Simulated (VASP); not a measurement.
# Sn in VASP: convergence with empty bands

Crystal: Sn.

```xyz
2
Lattice="-2.9401 2.9401 1.5993 2.9401 -2.9401 1.5993 2.9401 2.9401 -1.5993" Properties=species:S:1:pos:R:3 pbc="T T T"
Sn    0.0210    0.0087   -0.0233
Sn    0.0059    2.9202    0.7991
```

The cell isn't the ideal one: atoms moved at random, drawn with an rms of 0.02 Å.

| Quantity | Value |
| --- | --- |
| Program | VASP 6.6.1 |
| Task | single point |
| Functional | PBE |
| Potentials or basis | VASP PAW PBE potentials, release 64 (Sn_d) |
| Cutoff | 520 eV |
| k mesh | 7 × 7 × 7 |
| Occupations | methfessel-paxton, width 0.1 eV |
| Spin | no spin polarisation |

These are the settings of the first run; the series varies empty bands, with any setting tied to it.

Hardware: 1 thread of Intel(R) Xeon(R) Platinum 8488C (Sapphire Rapids) (shared host).

```
empty bands  energy less the tightest run, at zero smearing (meV/atom)  SCF cycles  CPU time (s)  peak memory (GiB)
          1                                                       0.00          11           100               0.28
          2                                                       0.00          11           120               0.28
          3                                                       0.00          11           110               0.29
          4                                                       0.00          11           120               0.29
          6                                                       0.00          11           110                0.3
         10                                                       0.00          10           160               0.31
         16                                                       0.00          11           200               0.35
```

Against the tightest run, the energy stays within 1 meV/atom from 1 on. The tightest run that finished is the yardstick and may itself not be fully converged.
